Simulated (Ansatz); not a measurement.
Wanted: the native input for an Ansatz 0.2.0 run.

```yaml
Task: single point
Functional: PBE
Potentials_or_basis: Ansatz PAW
Cutoff: "420 eV (not typed: the program's choice for these potentials)"
k_mesh: 7 × 5 × 4
Occupations: fermi-dirac, width 0.05 eV
Spin: collinear spin, ferromagnetic start
Starting_moments: "[4.0, 4.0, 0.0, 0.0, 0.0, 0.0] μB"
```

MnO2:

```
Mn O
1.0
     2.90416    0.05808    0.00000
     0.07690    3.84481    0.00000
     0.00000    0.00000    6.16426
Mn O
2 4
Direct
  0.50000 0.50000 0.34330
  0.00000 0.00000 0.65670
  0.50000 0.00000 0.83757
  0.00000 0.50000 0.16243
  0.50000 0.00000 0.42180
  0.00000 0.50000 0.57820
```

The cell comes from a database or a generator and needn't be the stable form of this composition.

The cell isn't the ideal one: strained by +4 %.

One way to write it, as run:

input.yaml

```yaml
crystal:
  lattice:
    - [2.904158, 0.05808316, 0.0]
    - [0.0768962, 3.84481, 0.0]
    - [0.0, 0.0, 6.164264]
  atoms:
    - { symbol: Mn, position: [0.5, 0.5, 0.3433015], spin: 4.0 }
    - { symbol: Mn, position: [0.0, 0.0, 0.6566985], spin: 4.0 }
    - { symbol: O, position: [0.5, 0.0, 0.8375675] }
    - { symbol: O, position: [0.0, 0.5, 0.1624325] }
    - { symbol: O, position: [0.5, 0.0, 0.4217995] }
    - { symbol: O, position: [0.0, 0.5, 0.5782005] }
hamiltonian:
  xc: pbe
  pseudopotentials: { kind: paw }
magnetization:
  spin_polarized: true
kpoints:
  mp_grid: { grid: [7, 5, 4] }
scf:
  occupations: { method: fermi_dirac, width: 0.05 }
output:
  forces: true
  stress: true
  eigenvalues: true
```

Potentials or basis: Ansatz PAW.

The run is started by

```console
$ ansatz run input.yaml --threads 2 --pin off --max-ram 5632MiB --backend cpu --events-out ev --progress --plain --runs-dir out
```

It gave:

- Pressure: -7.2 GPa
- Largest force: 0.801 eV/Å
- Band gap on the k mesh: none (metal or under the smearing width)
- Net moment: 6.00 μB per cell
- Absolute moment: 6.26 μB per cell
- Site moments: Mn +2.41; O +0.12, +0.00 μB

Caveat: the pressure holds a Pulay correction of +0.7 GPa for the finite cutoff; semilocal functionals often make such compounds metallic where correlation or magnetic order opens a gap, which also shifts bond lengths; only a ferromagnetic start was run, and an antiferromagnetic order may lie lower in energy.

Wall time 14 s on 2 threads of Intel(R) Xeon(R) Platinum 8259CL CPU @ 2.50GHz (Skylake/Cascade Lake) (shared host), peak memory 0.53 GiB.
